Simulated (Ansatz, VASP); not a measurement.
## Two plane-wave programs on InP

```xyz
2
Lattice="0.0000 2.9828 2.9828 2.9828 0.0000 2.9828 2.9828 2.9828 0.0000" Properties=species:S:1:pos:R:3 pbc="T T T"
In    0.0000    0.0000    0.0000
P     1.4914    1.4914    1.4914
```

Alike in both runs: task single point; functional r2SCAN; k mesh 8 × 8 × 8; occupations gaussian, width 0.02 eV; no spin polarisation.

```csv
,VASP,Ansatz
version,VASP 6.6.1,Ansatz 0.2.0
potentials or method,"VASP PAW PBE potentials, release 64 (In_d, P)","scalar-relativistic, plane waves, PAW"
plane-wave cutoff (eV),520,500
valence electrons in the cell,18,18
```

|  | VASP | Ansatz | Ansatz less VASP |
| --- | --- | --- | --- |
| gap on the k mesh at the Fermi level (eV) | 0.86 | 0.85 | -0.003 |
| least direct gap on the mesh (eV) | 0.86 | 0.85 | -0.003 |
| pressure (GPa) | -2.0 | -1.9 | +0.09 |

The functional is the same, so the differences come from potentials, cutoffs and numerics.

Caveats: the PAW data sets were made with another functional, which shifts forces and pressure a little (VASP); spin-orbit coupling is left out, which moves the levels of the heavy elements. r2SCAN opens gaps a little over a GGA but as a rule still falls short of measured ones.
